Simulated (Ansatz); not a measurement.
Stress against strain in BN

```
CELL_PARAMETERS angstrom
0.00000 1.80750 1.80750
1.80750 0.00000 1.80750
1.80750 1.80750 0.00000
ATOMIC_POSITIONS crystal
B 0.00000 0.00000 0.00000
N 0.75000 0.75000 0.75000
```

Atom numbers follow the list: B1, N2.

The geometry is COD entry 9008834, unchecked; take it as a test cell.

All numbers below come from DFT, LDA, all-electron LAPW, scalar-relativistic (Ansatz 0.2.0).

Settings: a Γ-centred 11×11×11 k mesh, Fermi–Dirac smearing of 0.02 eV, basis error target 0.5 meV/atom, no spin polarisation.

The strain is applied along the Cartesian axes of the cell as listed (γ is the engineering shear, twice εxy = εyz = εzx). Fractional coordinates are held (clamped ions).

σ is the change of stress from the unstrained cell, which is at -10.85 GPa; tension is positive, so slopes are stress–strain coefficients at that pressure.

Only quantities that a quadratic follows smoothly over the whole series are listed; rougher ones are left out.

| γ | σxy (GPa) |
| --- | --- |
| -0.0200 | -9.11 |
| -0.0100 | -4.50 |
| 0.0000 | 0.00 |
| 0.0200 | 8.74 |

(1) Fit the series and read off the stiffness at zero strain.

(2) One run, at γ = 0.0100, is withheld. Predict its row.

## Answers

(1) Least-squares fits y = p0 + p1 x + p2 x² to the rows give σxy (GPa): p1 = 446, p2 = -470. So C44 (clamped ions) = 446 GPa.

(2) The fits give 4.42; the run gave 4.41.
